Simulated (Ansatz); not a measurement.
# Ti6Al6CO: the cost of one run

Program: Ansatz 0.2.0. Level of theory: DFT PBE, scalar-relativistic, plane waves, PAW. These are calculated values, not measurements.

## 1. Starting point

Symmetry: Pm, No. 6, monoclinic system. The conventional cell has a = 4.958 Å, b = 5.644 Å, c = 22.687 Å, α = 90.00°, β = 90.00°, γ = 90.00°. Ti (site symmetry 1) has 3 Ti at 2.78 to 2.82 Å and 6 Al at 2.84 to 2.85 Å as nearest neighbours. Around Al (site symmetry m) lie 3 Al at 2.77 to 2.82 Å and 6 Ti at 2.85 to 2.86 Å. Around Ti (site symmetry 1) lie 4 Ti at 2.74 to 2.82 Å and 8 Al at 2.84 to 2.91 Å. Al (site symmetry m) has 4 Al at 2.77 to 2.87 Å and 8 Ti at 2.80 to 2.86 Å as nearest neighbours. Ti (site symmetry 1) is surrounded by 3 Ti at 2.74 to 2.82 Å and 6 Al at 2.80 to 2.87 Å. Al (site symmetry m) has 1 C at 1.68 Å as nearest neighbours. Only part of the 11 independent sites is listed.

Coordinates:

```cif
data_structure
_symmetry_space_group_name_H-M 'P 1'
_symmetry_Int_Tables_number 1
_cell_length_a 5.6442
_cell_length_b 4.9582
_cell_length_c 22.6873
_cell_angle_alpha 90.000
_cell_angle_beta 90.000
_cell_angle_gamma 90.000
_cell_volume 634.91
loop_
_atom_site_label
_atom_site_type_symbol
_atom_site_fract_x
_atom_site_fract_y
_atom_site_fract_z
_atom_site_occupancy
Ti1 Ti 0.00000 0.32396 0.17631 1
Ti2 Ti 0.50000 0.32396 0.17631 1
Al1 Al 0.25000 0.82396 0.17631 1
Al2 Al 0.75000 0.82396 0.17631 1
Ti3 Ti 0.00000 0.63771 0.27794 1
Ti4 Ti 0.50000 0.63771 0.27794 1
Al3 Al 0.25000 0.14022 0.27702 1
Al4 Al 0.75000 0.14022 0.27702 1
Ti5 Ti 0.00000 0.95957 0.37601 1
Ti6 Ti 0.50000 0.95957 0.37601 1
Al5 Al 0.25000 0.45661 0.38292 1
Al6 Al 0.75000 0.45661 0.38292 1
C1 C 0.25000 0.45661 0.45697 1
O1 O 0.25000 0.45661 0.50810 1
```

This is the geometry of the first run shown, built on a cell relaxed beforehand with the same method.

## 2. The scan

Atoms count from 1 in the order of the input.

CO stands on one site of a rigid substrate while its tilt and height are varied at a fixed bond length.

The axes are (1) tilt of the C13-O14 axis from the surface normal: 7 values from 0 to 90 °; (2) height of C13 above the plane of Al11: 6 values from 1.68 to 3.23 Å.

Nothing else is relaxed. Points are written as (first, second).

## 3. The run at (0°, 1.68 Å)

A dipole layer in the vacuum cancels the field that periodic copies would set up if the slab's two faces differ.

Contents of input.yaml:

```yaml
crystal:
  lattice:
    - [5.6441828185, 0.0, 0.0]
    - [0.0, 4.9582470464, 0.0]
    - [0.0, 0.0, 22.6873157978]
  atoms:
    - { symbol: Ti, position: [0.0, 0.3239558521, 0.1763099714] }
    - { symbol: Ti, position: [0.5, 0.3239558521, 0.1763099714] }
    - { symbol: Al, position: [0.25, 0.8239558521, 0.1763099714] }
    - { symbol: Al, position: [0.75, 0.8239558521, 0.1763099714] }
    - { symbol: Ti, position: [0.0, 0.6377058016, 0.2779398612] }
    - { symbol: Ti, position: [0.5, 0.6377058016, 0.2779398612] }
    - { symbol: Al, position: [0.25, 0.1402178082, 0.2770225335] }
    - { symbol: Al, position: [0.75, 0.1402178082, 0.2770225335] }
    - { symbol: Ti, position: [0.0, 0.9595688129, 0.3760110215] }
    - { symbol: Ti, position: [0.5, 0.9595688129, 0.3760110215] }
    - { symbol: Al, position: [0.25, 0.456610508, 0.3829151] }
    - { symbol: Al, position: [0.75, 0.456610508, 0.3829151] }
    - { symbol: C, position: [0.25, 0.456610508, 0.456965288] }
    - { symbol: O, position: [0.25, 0.456610508, 0.5080951797] }
basis:
  ecutwfc: 420
kpoints:
  mp_grid: { grid: [5, 6, 1] }
hamiltonian:
  xc: pbe
scf:
  occupations: { method: gaussian, width: 0.1 }
output:
  forces: true
  eigenvalues: true
efield:
  axis: 3
  dipole_correction: true
  ramp_width: 0.04
```

Started as:

```console
$ ansatz run input.yaml --threads 4 --pin off --max-ram 12288MiB --backend cpu --events-out ev --progress --plain --runs-dir out
```

What time and memory should one allow on 4 threads of Arm Neoverse V2, shared host?

About 10 s, with a peak of 1.3 GiB.
